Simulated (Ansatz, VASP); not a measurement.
## MoS2 in VASP and in Ansatz

```
S Mo
1.0
     3.12517    0.00000    0.00000
    -1.56259    2.70648    0.00000
     0.00000    0.00000   30.04000
S Mo
2 1
Cartesian
  1.5626 0.9022 6.9986
  1.5626 0.9022 10.1214
  0.0000 1.8043 8.5600
```

Alike in both runs: functional PBEsol; dispersion D4; k mesh 12 × 12 × 1; occupations gaussian, width 0.03 eV; no spin polarisation.

Ansatz relaxed the structure, and its values are those at the end. VASP's run is a single point on that final structure, the one shown.

```csv
,VASP,Ansatz
version,VASP 6.6.1,Ansatz 0.2.0
potentials or method,"VASP PAW PBE potentials, release 64 (S, Mo_sv)","scalar-relativistic, plane waves, PAW"
plane-wave cutoff (eV),520,420
valence electrons in the cell,26,26
```

VASP gave:

| Quantity | Value |
| --- | --- |
| gap on the k mesh at the Fermi level (eV) | 1.87 |
| least direct gap on the mesh (eV) | 1.87 |

Estimate Ansatz's values.

gap on the k mesh at the Fermi level (eV): 1.86; least direct gap on the mesh (eV): 1.86.

Ansatz warned: «pseudo_functional_mismatch».

 As with any semilocal functional, this PBEsol gap is likely too small.
